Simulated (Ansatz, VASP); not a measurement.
**One calculation of SnSe, two programs**

INCAR

```
SYSTEM = SnSe
PREC     = Accurate       ! precision mode
ENCUT    = 520            ! plane-wave cutoff, eV
EDIFF    = 1E-6           ! SCF threshold, eV
ISMEAR   = 0              ! smearing method
SIGMA    = 0.1            ! smearing width, eV
LREAL    = .FALSE.        ! projectors in reciprocal space
LASPH    = .TRUE.         ! aspherical terms in the spheres
NELM     = 60             ! most SCF steps
ALGO     = Normal         ! electronic algorithm
ISIF     = 2              ! what is computed and relaxed
LWAVE    = .FALSE.        ! write WAVECAR
LCHARG   = .FALSE.        ! write CHGCAR
GGA      = PE             ! functional
NBANDS   = 17             ! bands
```

The input KPOINTS:

```
regular mesh
0
G
  12 12 12
  0 0 0
```

The input POSCAR:

```
SnSe
1.0
    3.7517935740      0.0000000000      0.0000000000
    0.0000000000      3.7517935740      0.0000000000
    0.0000000000      0.0000000000      3.7517935740
Sn Se
1 1
Direct
    0.5000000000      0.5000000000      0.5000000000
    0.0000000000      0.0000000000      0.0000000000
```

Input for Ansatz:

```yaml
crystal:
  lattice:
    - [3.751793574, 0.0, 0.0]
    - [0.0, 3.751793574, 0.0]
    - [0.0, 0.0, 3.751793574]
  atoms:
    - { symbol: Sn, position: [0.5, 0.5, 0.5] }
    - { symbol: Se, position: [0.0, 0.0, 0.0] }
basis:
  ecutwfc: 420
kpoints:
  mp_grid: { grid: [12, 12, 12] }
hamiltonian:
  xc: pbe
scf:
  occupations: { method: gaussian, width: 0.1 }
output:
  forces: true
  stress: true
  eigenvalues: true
```

Alike in both runs: task single point; functional PBE; k mesh 12 × 12 × 12; occupations gaussian, width 0.1 eV; no spin polarisation.

|  | VASP | Ansatz |
| --- | --- | --- |
| version | VASP 6.6.1 | Ansatz 0.2.0 |
| potentials or method | VASP PAW PBE potentials, release 64 (Sn_d, Se) | scalar-relativistic, plane waves, PAW |
| plane-wave cutoff (eV) | 520 | 420 |
| valence electrons in the cell | 20 | 30 |

```tsv
	VASP	Ansatz	Ansatz less VASP
gap on the k mesh at the Fermi level (eV)	none	none	-
pressure (GPa)	-2.6	-2.6	+0.02
```

A gap of «none» marks a metal or a gap that the smearing closes. With one functional, cell and mesh, what is left measures potentials, basis and numerics. The two sets of potentials don't hold the same shells in valence.
